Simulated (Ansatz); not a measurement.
# GaP (F-43m) in Ansatz: notebook

The runs below take GaP through band structure, single point, equation of state, with HSEsol.

Everything below comes from runs of Ansatz 0.2.0. Logs are shortened: lines on timing, memory, paths and dates and some standing lists are left out, and cuts for length are marked.

**Experimental background.**

From “Stacking defects in GaP nanowires: Electronic structure and optical properties”, 2018, arxiv:1810.01194, for a bulk crystal of GaP at 10 K: band gap 2.34 eV (indirect).

The results are compared with them further down.

### Step 1. Starting point

The structure is cubic, space group F-43m (No. 216). The conventional cell has a = 5.451 Å, b = 5.451 Å, c = 5.451 Å, α = 90.00°, β = 90.00°, γ = 90.00°. Around Ga (site symmetry -43m) lie 4 P at 2.36 Å. P (site symmetry -43m) is surrounded by 4 Ga at 2.36 Å.

### Step 2. Band structure, HSEsol

Contents of input.yaml:

```yaml
crystal:
  lattice:
    - [0.0, 2.72525, 2.72525]
    - [2.72525, 0.0, 2.72525]
    - [2.72525, 2.72525, 0.0]
  atoms:
    - { symbol: Ga, position: [0.0, 0.0, 0.0] }
    - { symbol: P, position: [0.75, 0.75, 0.75] }
hamiltonian:
  xc:
    exchange: hjs_pbesol
    correlation: pbesol
    exx: { coeff: 0.25, omega: 0.207 }
  pseudopotentials: { kind: paw }
kpoints:
  mp_grid: { grid: [5, 5, 5] }
  band_path:
    path:
      - [[0.0, 0.0, 0.0], [0.5, 0.0, 0.5], [0.5, 0.25, 0.75], [0.375, 0.375, 0.75], [0.0, 0.0, 0.0], [0.5, 0.5, 0.5], [0.625, 0.25, 0.625], [0.5, 0.25, 0.75], [0.5, 0.5, 0.5], [0.375, 0.375, 0.75]]
      - [[0.625, 0.25, 0.625], [0.5, 0.0, 0.5]]
    npoints: 4
scf:
  occupations: { method: fermi_dirac, width: 0.05 }
  n_extra_bands: 6
output:
  forces: true
  stress: true
  eigenvalues: true
  fatbands: false
  write_density: true
  write_potential: true
  elf: true
  volumetric_format: npy
```

Potentials or basis: Ansatz PAW.

The run is started by

```
$ ansatz run input.yaml --threads 2 --pin off --max-ram 5632MiB --backend cpu --events-out ev --progress --plain --runs-dir out
```

Output:

```text
[... 2 lines left out ...]
Warning: RAYON_NUM_THREADS=2 ignored (pool sized by the plan → 2); use --threads N
scf.n_extra_bands = 6 over 9 filled bands (N_el = 18.0): the run solves 15 bands
Engine: ansatz 0.2.0, x86_64-unknown-linux-gnu
Pseudopotentials: kind: paw
Pseudopotential: Ga, paw, valence charge 13, recommended cutoff 420 eV (normal), Ga.paw.azcp
Pseudopotential: P, paw, valence charge 5, recommended cutoff 420 eV (normal), P.paw.azcp
Functional definition: unnamed
  parameter a_1 = 0.25
  parameter omega_1 = 0.207/angstrom
  exchange = pbe_x(mu = 0.12345679012345678) + (-a_1)*hjs_pbesol_x_sr(omega_1) + a_1*exact_x_sr(omega_1)
  correlation = pbe_c(beta = 0.046)
Crystal: 2 atoms, lattice volume = 40.481 Å³
Basis set: ecut = 420 eV, 749 PW (Γ), exchange–correlation on 54×54×54 points (8 copies of the dense FFT grid, shifted against one another)
Bands: 15, of which v1, the nominal top of the filled ones, is band 9 counted from 1 (8 counted from 0)
Symmetry: 24 space group operations
Space group: F-43m (ITA 216), of the structure as read, at distance tolerance 3.4e-5 Å
k-points: 10 of 125 (time reversal used)
Non-local potential: Ga, projectors of the file, l = 0: 2, l = 1: 2, l = 2: 3, l = 3: 1
Non-local potential: P, projectors of the file, l = 0: 2, l = 1: 2, l = 2: 2
PAW form: soft (Blöchl's): semilocal exchange-correlation on the pseudo side does not see the compensation charge
PAW frozen core: Ga, regenerated for the run's functional, and the local potential with it (the file was generated under x = pbe(κ = 0.804, μ = 0.2195149727645171), c = pbe(β = 0.06672455060314922))
PAW frozen core: P, regenerated for the run's functional, and the local potential with it (the file was generated under x = pbe(κ = 0.804, μ = 0.2195149727645171), c = pbe(β = 0.06672455060314922))
PAW one-centre angular grid: Ga, 590 points (default); XC on 64 Gauss nodes
PAW one-centre angular grid: P, 110 points (default); XC on 64 Gauss nodes
Initial density: superposition of atomic densities (neutral atoms: chi_scale 0, normalization atom), corrected by the library's trained network
Initial wavefunctions: pseudopotential atomic-orbital guess
Functional: x = pbesol(κ = 0.804, μ = 0.12345679012345678), c = pbesol(β = 0.046), warm-up for x = hjs_pbesol + 0.25 (exact − hjs_pbesol) at short range (ω = 0.207 Å⁻¹), c = pbesol(β = 0.046)
SCF iter   1: F=—  HF=-4484.008681 eV  |F-HF|=—  |Δ(HF+E_count)|=         —  Δρ=4.32e-3  dr2=1.07e-2  ethr=1.77e-3  ⟨swp⟩=9.5  Hψ=710  notcnv=0
preconditioner: auto → none  [insulator: Δε(μ)=1.411 eV  Ē_g=17.100 eV  σ=0.050 eV  W_gap=1.00  n_scr=14 (ndim 8)  ℏωp=24.8 eV  f_vac=0.011  D(μ)=0.00/eV (n_scr^D=0)]
iter 2 solved again at ethr=1.56e-6 eV; its pass at ethr=5.94e-5 eV (dr2=2.81e-4 eV) is discarded
SCF iter   2: F=—  HF=-4484.005311 eV  |F-HF|=—  |Δ(HF+E_count)|=   3.37e-3  Δρ=7.43e-4  dr2=2.62e-4  ethr=1.56e-6  ⟨swp⟩=3.7  Hψ=668  notcnv=0
[... 1 line left out ...]
SCF 1 stopped early in 3 iterations: F = -4484.005351 eV  dr2 = 4.34e-5
Initial density: handed on by an earlier stage of this run
Initial wavefunctions: those handed on with the density
Functional: x = hjs_pbesol + 0.25 (exact − hjs_pbesol) at short range (ω = 0.207 Å⁻¹), c = pbesol(β = 0.046)
[... 1 line left out ...]
Frozen-core exchange: fock
[... 7 lines left out ...]
SCF 2 stopped early in 6 iterations: F = -4501.099510 eV  dr2 = 1.53e-6
hybrid outer 1: dexx = +7.250e-3 eV, tail = 2.27e-5 eV
[... 1 line left out ...]
Frozen-core exchange: fock
[... 2 lines left out ...]
SCF iter   2: F=—  HF=-4501.099372 eV  |F-HF|=—  |Δ(HF+E_count)|=   3.40e-7  Δρ=2.37e-5  dr2=1.79e-7  ethr=6.13e-9  ⟨swp⟩=3.2  Hψ=291  notcnv=0
SCF iter   3: F=—  HF=-4501.099373 eV  |F-HF|=—  |Δ(HF+E_count)|=   4.13e-7  Δρ=1.12e-5  dr2=3.50e-8  ethr=6.58e-10  ⟨swp⟩=4.0  Hψ=383  notcnv=0
SCF iter   4: F=-4501.099373 eV  HF=-4501.099373 eV  |F-HF|=5.42e-10  |Δ(HF+E_count)|=   1.25e-8  Δρ=2.28e-6  dr2=1.60e-9  ethr=1.63e-10  ⟨swp⟩=3.0  Hψ=330  notcnv=0
SCF 3 converged in 4 iterations: F = -4501.099373 eV  dr2 = 1.60e-9
  Residual-converged pass: ⟨swp⟩=3.0  Hψ=283  notcnv=0  max |occ|·‖R‖ = 1.9e-6 eV (tolerance 2.4e-6 eV)  dr2=1.69e-9  dr2_onsite=4.92e-10  max |Δocc| = 1.3e-18
hybrid outer 2: dexx = +4.110e-7 eV, tail = 1.39e-8 eV, Δε = 2.73e-3 eV (about 8.20e-5 eV left of the loop's levels)
NSCF: frozen V_eff on 42 k-points
hybrid SCF converged: 2 outer / 10 inner (+3 warm-up), last move |dexx| = 4.11e-7 eV, tail = 1.39e-8 eV
Stability not checked: this state was not tested for a lower state beside it, because the functional holds exact exchange (a hybrid, or Hartree-Fock), whose exchange loop this test does not read (fock_operator; see scf.lower_state_search)
Free energy (F): -4501.099373 eV
Frozen-core exchange: fock
Harris-Foulkes:  -4501.099373 eV  (|F-HF|=5.42e-10)
Internal energy: -4501.099373 eV  (E = F + TS)
E sigma→0 (E₀):  -4501.099373 eV
Fermi energy:    7.665899 eV
--- Per-component energies (eV) ---
  E_band       = -97.225037
  E_kinetic    = 185.463891
  E_local      = -2206.540380  (includes V_loc(G=0)·N_el)
  E_nonlocal   = 462.268470
  E_hartree    = 1022.149200
  E_xc         = -105.068980
  E_vxc        = -95.905966  (∫ρ·V_xc dr)
  E_exx        = -56.263405  (= α·E_x^exact, valence–valence)
  E_paw        = -2491.126110  (= ΣΔE_a)
  E_vpaw       = -374.284120  (= ΣTr[D̂ρ^β])
  E_aug_tail   = -0.000108  (compensation charges beyond the density's cutoff)
  E_ewald      = -1312.644944
  E_core_change = 0.662994  (= ΣΔE_core)
  E_smearing   = -0.000000  (= −TS)
  E_closure    = 0.000000  (closes the sum)
  Σ components = -4501.099373   (vs F -4501.099373, Δ=-9.09e-13)
--- Forces (eV/Å), atoms counted from 1 ---
  atom   1  Ga    -0.00000000     0.00000000     0.00000000
  atom   2  P      0.00000000    -0.00000000     0.00000000
  max |Σ_I F_I| component: 7.40e-17 eV/Å
--- Stress (GPa, compression-positive) ---
       -1.345000       0.000000      -0.000000
        0.000000      -1.345000       0.000000
       -0.000000       0.000000      -1.345000
  P = ⅓ Tr σ = -1.3450 GPa (-13.450 kbar)
--- Band table (eV; the first three rows and the last of 10) ---
  k-point 0: bands = ["-10.5505", "-10.5505", "-10.5505", "-10.4495", "-10.4495", "-7.2151", "6.5890", "6.5890", "6.5890", "9.2995", "11.3036", "11.3036", "11.3036", "16.2671", "17.4241"]
  k-point 1: bands = ["-10.5703", "-10.5408", "-10.5408", "-10.4493", "-10.4493", "-6.6692", "3.3766", "6.0629", "6.0629", "9.7375", "12.0499", "12.0499", "13.0531", "16.4363", "16.4363"]
  k-point 2: bands = ["-10.6010", "-10.5286", "-10.5286", "-10.4453", "-10.4453", "-5.3400", "-0.0537", "5.4543", "5.4543", "9.1067", "12.2074", "12.2074", "15.6378", "17.6754", "18.2289"]
  k-point 9: bands = ["-10.6196", "-10.5163", "-10.4999", "-10.4635", "-10.4410", "-4.2995", "-0.1937", "2.6068", "3.6651", "11.4246", "12.0027", "12.8053", "16.1946", "17.3240", "19.3435"]
```

Wall time 90 s (2 threads of Intel Xeon 6975P-C (Granite Rapids), shared host); peak memory 0.82 GiB.

What came out:

| Property | Result |
| --- | --- |
| Free energy | -4501.0994 eV |
| Pressure | -1.3 GPa |
| Band gap on the k mesh | 2.19 eV, indirect (least direct gap 2.71 eV) |
| Band gap along the path | 2.19 eV, indirect (least direct gap 2.71 eV) |

Levels at the corners of the path, in eV from the valence-band top:
```
point  band 5  band 6  band 7  band 8  band 9  band 10  band 11  band 12  band 13  band 14
    Γ  -17.04  -13.80    0.00    0.00    0.00     2.71     4.71     4.71     4.71     9.68
    X  -17.02  -10.57   -7.38   -2.95   -2.95     2.19     2.48    11.99    11.99    12.47
    W  -17.03  -10.48   -7.13   -3.93   -3.73     5.43     5.94     6.95     7.06    12.91
    K  -17.03  -10.61   -7.14   -4.32   -2.47     2.83     5.67     9.35     9.40    10.43
    Γ  -17.04  -13.80    0.00    0.00    0.00     2.71     4.71     4.71     4.71     9.68
    L  -17.03  -11.56   -7.29   -1.22   -1.22     2.43     5.56     5.56     9.10    12.02
    U  -17.03  -10.61   -7.14   -4.32   -2.47     2.83     5.67     9.35     9.40    10.43
    W  -17.03  -10.48   -7.13   -3.93   -3.73     5.43     5.94     6.95     7.06    12.91
    L  -17.03  -11.56   -7.29   -1.22   -1.22     2.43     5.56     5.56     9.10    12.02
    K  -17.03  -10.61   -7.14   -4.32   -2.47     2.83     5.67     9.35     9.40    10.43
    U  -17.03  -10.61   -7.14   -4.32   -2.47     2.83     5.67     9.35     9.40    10.43
    X  -17.02  -10.57   -7.38   -2.95   -2.95     2.19     2.48    11.99    11.99    12.47
```

Caveat: the PAW data sets come from PBE, with cores solved anew for the run's functional, which leaves a small shift of forces and pressure; the thresholds are loose for stress.

### Step 3. Single point, HSEsol, 19.03 Å³/atom (volume scaled by 0.94)

Contents of input.yaml:

```yaml
crystal:
  lattice:
    - [0.0, 2.6696170428, 2.6696170428]
    - [2.6696170428, 0.0, 2.6696170428]
    - [2.6696170428, 2.6696170428, 0.0]
  atoms:
    - { symbol: Ga, position: [0.0, 0.0, 0.0] }
    - { symbol: P, position: [0.75, 0.75, 0.75] }
hamiltonian:
  xc:
    exchange: hjs_pbesol
    correlation: pbesol
    exx: { coeff: 0.25, omega: 0.207 }
  pseudopotentials: { kind: paw }
kpoints:
  mp_grid: { grid: [4, 4, 4] }
scf:
  occupations: { method: fermi_dirac, width: 0.05 }
output:
  forces: true
  stress: true
  eigenvalues: true
```

Potentials or basis: Ansatz PAW.

The run is started by

```
$ ansatz run input.yaml --threads 2 --pin off --max-ram 5632MiB --backend cpu --events-out ev --progress --plain --runs-dir out
```

Wall time 4.8 s (2 threads of Intel Xeon 6975P-C (Granite Rapids), shared host); peak memory 0.59 GiB.

The run converged. Its results:

```yaml
Free_energy: -4500.9792 eV
Pressure: 5.3 GPa
Band_gap_on_the_k_mesh: 2.07 eV, indirect (least direct gap 3.30 eV)
```

Caveat: the k mesh is coarse (spacing up to 0.51 Å⁻¹), so the values aren't converged, least of all with exact exchange; the PAW data sets come from PBE, with cores solved anew for the run's functional, which leaves a small shift of forces and pressure; the thresholds are loose for stress.

### Step 4. Single point, HSEsol, 19.43 Å³/atom (volume scaled by 0.96)

Edit input.yaml of step 3 so:

```diff
@@ -2,5 +2,5 @@
   lattice:
-    - [0.0, 2.6696170428, 2.6696170428]
-    - [2.6696170428, 0.0, 2.6696170428]
-    - [2.6696170428, 2.6696170428, 0.0]
+    - [0.0, 2.6884177822, 2.6884177822]
+    - [2.6884177822, 0.0, 2.6884177822]
+    - [2.6884177822, 2.6884177822, 0.0]
   atoms:
```

The run is started by

```
$ ansatz run input.yaml --threads 2 --pin off --max-ram 5632MiB --backend cpu --events-out ev --progress --plain --runs-dir out
```

It took 5.3 s on 2 threads of Intel Xeon 6975P-C (Granite Rapids), shared host; peak memory 0.6 GiB.

Results (log left out):

- Free energy: -4500.9999 eV
- Pressure: 2.9 GPa
- Band gap on the k mesh: 2.11 eV, indirect (least direct gap 3.11 eV)

Caveat: the k mesh is coarse (spacing up to 0.51 Å⁻¹), so the values aren't converged, least of all with exact exchange; the PAW data sets come from PBE, with cores solved anew for the run's functional, which leaves a small shift of forces and pressure; the thresholds are loose for stress.

### Step 5. Single point, HSEsol, 19.84 Å³/atom (volume scaled by 0.98)

Edit input.yaml of step 4 so:

```diff
@@ -2,5 +2,5 @@
   lattice:
-    - [0.0, 2.6884177822, 2.6884177822]
-    - [2.6884177822, 0.0, 2.6884177822]
-    - [2.6884177822, 2.6884177822, 0.0]
+    - [0.0, 2.7069591804, 2.7069591804]
+    - [2.7069591804, 0.0, 2.7069591804]
+    - [2.7069591804, 2.7069591804, 0.0]
   atoms:
@@ -22 +22,5 @@
   eigenvalues: true
+  write_density: true
+  write_potential: true
+  elf: true
+  volumetric_format: npy
```

The run is started by

```
$ ansatz run input.yaml --threads 2 --pin off --max-ram 5632MiB --backend cpu --events-out ev --progress --plain --runs-dir out
```

Wall time 5.2 s (2 threads of Intel Xeon 6975P-C (Granite Rapids), shared host); peak memory 0.6 GiB.

Results (log left out):

| Quantity | Value |
| --- | --- |
| Free energy | -4501.0094 eV |
| Pressure | 0.8 GPa |
| Band gap on the k mesh | 2.16 eV, indirect (least direct gap 2.92 eV) |

Caveat: the k mesh is coarse (spacing up to 0.50 Å⁻¹), so the values aren't converged, least of all with exact exchange; the PAW data sets come from PBE, with cores solved anew for the run's functional, which leaves a small shift of forces and pressure; the thresholds are loose for stress.

### Step 6. Single point, HSEsol, 20.24 Å³/atom

Edit input.yaml of step 5 so:

```diff
@@ -2,5 +2,5 @@
   lattice:
-    - [0.0, 2.7069591804, 2.7069591804]
-    - [2.7069591804, 0.0, 2.7069591804]
-    - [2.7069591804, 2.7069591804, 0.0]
+    - [0.0, 2.72525, 2.72525]
+    - [2.72525, 0.0, 2.72525]
+    - [2.72525, 2.72525, 0.0]
   atoms:
```

Potentials or basis: Ansatz PAW.

The run is started by

```
$ ansatz run input.yaml --threads 2 --pin off --max-ram 5632MiB --backend cpu --events-out ev --progress --plain --runs-dir out
```

Run time: 5.3 s. Hardware: 2 threads of Intel Xeon 6975P-C (Granite Rapids), shared host; peak memory 0.6 GiB.

It converged, with:

- Free energy: -4501.0088 eV
- Pressure: -1.0 GPa
- Band gap on the k mesh: 2.20 eV, indirect (least direct gap 2.74 eV)

Caveat: the k mesh is coarse (spacing up to 0.50 Å⁻¹), so the values aren't converged, least of all with exact exchange; the PAW data sets come from PBE, with cores solved anew for the run's functional, which leaves a small shift of forces and pressure; the thresholds are loose for stress.

### Step 7. Single point, HSEsol, 20.65 Å³/atom (volume scaled by 1.02)

Edit input.yaml of step 6 so:

```diff
@@ -2,5 +2,5 @@
   lattice:
-    - [0.0, 2.72525, 2.72525]
-    - [2.72525, 0.0, 2.72525]
-    - [2.72525, 2.72525, 0.0]
+    - [0.0, 2.7432985392, 2.7432985392]
+    - [2.7432985392, 0.0, 2.7432985392]
+    - [2.7432985392, 2.7432985392, 0.0]
   atoms:
@@ -22,5 +22 @@
   eigenvalues: true
-  write_density: true
-  write_potential: true
-  elf: true
-  volumetric_format: npy
```

The run is started by

```
$ ansatz run input.yaml --threads 2 --pin off --max-ram 5632MiB --backend cpu --events-out ev --progress --plain --runs-dir out
```

Wall time 5.5 s (2 threads of Intel Xeon 6975P-C (Granite Rapids), shared host); peak memory 0.62 GiB.

It converged, with:

| Item | Value |
| --- | --- |
| Free energy | -4500.9992 eV |
| Pressure | -2.7 GPa |
| Band gap on the k mesh | 2.24 eV, indirect (least direct gap 2.56 eV) |

Caveat: the k mesh is coarse (spacing up to 0.50 Å⁻¹), so the values aren't converged, least of all with exact exchange; the PAW data sets come from PBE, with cores solved anew for the run's functional, which leaves a small shift of forces and pressure; the thresholds are loose for stress.

### Step 8. Single point, HSEsol, 21.05 Å³/atom (volume scaled by 1.04)

Edit input.yaml of step 7 so:

```diff
@@ -2,5 +2,5 @@
   lattice:
-    - [0.0, 2.7432985392, 2.7432985392]
-    - [2.7432985392, 0.0, 2.7432985392]
-    - [2.7432985392, 2.7432985392, 0.0]
+    - [0.0, 2.7611126653, 2.7611126653]
+    - [2.7611126653, 0.0, 2.7611126653]
+    - [2.7611126653, 2.7611126653, 0.0]
   atoms:
```

The run is started by

```
$ ansatz run input.yaml --threads 2 --pin off --max-ram 5632MiB --backend cpu --events-out ev --progress --plain --runs-dir out
```

It took 5.5 s on 2 threads of Intel Xeon 6975P-C (Granite Rapids), shared host; peak memory 0.63 GiB.

The run converged. Its results:

- Free energy: -4500.9815 eV
- Pressure: -4.2 GPa
- Band gap on the k mesh: 2.27 eV, indirect (least direct gap 2.39 eV)

Caveat: the k mesh is coarse (spacing up to 0.49 Å⁻¹), so the values aren't converged, least of all with exact exchange; the PAW data sets come from PBE, with cores solved anew for the run's functional, which leaves a small shift of forces and pressure; the thresholds are loose for stress.

### Step 9. Single point, HSEsol, 21.45 Å³/atom (volume scaled by 1.06)

Edit input.yaml of step 8 so:

```diff
@@ -2,5 +2,5 @@
   lattice:
-    - [0.0, 2.7611126653, 2.7611126653]
-    - [2.7611126653, 0.0, 2.7611126653]
-    - [2.7611126653, 2.7611126653, 0.0]
+    - [0.0, 2.7786998443, 2.7786998443]
+    - [2.7786998443, 0.0, 2.7786998443]
+    - [2.7786998443, 2.7786998443, 0.0]
   atoms:
@@ -22 +22,5 @@
   eigenvalues: true
+  write_density: true
+  write_potential: true
+  elf: true
+  volumetric_format: npy
```

Potentials or basis: Ansatz PAW.

The run is started by

```
$ ansatz run input.yaml --threads 2 --pin off --max-ram 5632MiB --backend cpu --events-out ev --progress --plain --runs-dir out
```

Run time: 5.6 s. Hardware: 2 threads of Intel Xeon 6975P-C (Granite Rapids), shared host; peak memory 0.67 GiB.

Results (log left out):

```
Free energy            : -4500.9568 eV
Pressure               : -5.6 GPa
Band gap on the k mesh : 2.22 eV, direct
```

Caveat: the k mesh is coarse (spacing up to 0.49 Å⁻¹), so the values aren't converged, least of all with exact exchange; the PAW data sets come from PBE, with cores solved anew for the run's functional, which leaves a small shift of forces and pressure; the thresholds are loose for stress.

### Step 10. Equation of state, HSEsol

This step only gathers the single runs of the series.

What came out:

| Property | Result |
| --- | --- |
| Equilibrium volume | 20.01 Å³/atom |
| Bulk modulus | 94 GPa |
| Pressure derivative of the bulk modulus | 4.5 |

Energy against volume, from the lowest point:
```
volume (Å³/atom)  energy (meV/atom)
          19.026              15.08
          19.431               4.75
          19.836               0.00
          20.240               0.29
          20.645               5.08
          21.050              13.92
          21.455              26.29
```

Caveat: the k mesh is coarse (spacing up to 0.50 Å⁻¹), so the values aren't converged, least of all with exact exchange; the PAW data sets were made with another functional, which shifts forces and pressure a little.

### Step 11. Against experiment

Step 2. Measured gap of GaP: 2.34 eV (indirect; 10 K; quoted in “Stacking defects in GaP nanowires: Electronic structure and optical properties”, 2018, arxiv:1810.01194). This calculation gives 2.19 eV (-0.15 eV). Spin-orbit coupling on Ga is left out. The value is that of HSEsol, without temperature or zero-point motion.
